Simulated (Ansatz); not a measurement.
# ZnS: distorted cells

These are results of DFT PBEsol, scalar-relativistic, plane waves, PAW (Ansatz), not measurements.

Cutoff 420 eV; k points 10×10×10 on the computed 2-atom cell (Γ-centred); Gaussian smearing, width 0.02 eV; no spin polarisation.

Reference cell:

```yaml
crystal:
  lattice:
    - [0.00000, 2.70465, 2.70465]
    - [2.70465, 0.00000, 2.70465]
    - [2.70465, 2.70465, 0.00000]
  atoms:
    - { symbol: Zn, position: [0.00000, 0.00000, 0.00000] }
    - { symbol: S, position: [0.75000, 0.75000, 0.75000] }
```

Each variant moves atoms of this cell by the vectors given, if any (Å), and then applies a symmetric strain (tensor components, Cartesian axes). The reference cell isn't relaxed at this level. Energies are per atom at zero smearing, counted from the lowest variant. Pressure is positive in compression.

1. strain (xx yy zz yz xz xy, %) -0.65 -0.65 -2.15 0.00 0.00 0.00
2. strain (xx yy zz yz xz xy, %) 3.31 0.74 0.78 3.00 0.40 -0.83; moves: Zn1 (0.055, 0.000, 0.025); S2 (-0.055, 0.000, -0.025)
3. strain (xx yy zz yz xz xy, %) 4.40 4.40 4.40 0.00 0.00 0.00

| variant | ΔE (meV/atom) | P (GPa) | largest force (eV/Å) | gap on mesh (eV) | space group |
| --- | --- | --- | --- | --- | --- |
| 1 | 0.0 | 0.41 | 0.00 | 2.07 | I-4m2 |
| 2 | 69.2 | -3.63 | 0.77 | 1.73 | P1 |
| 3 | 104.1 | -8.79 | 0.00 | 1.43 | F-43m |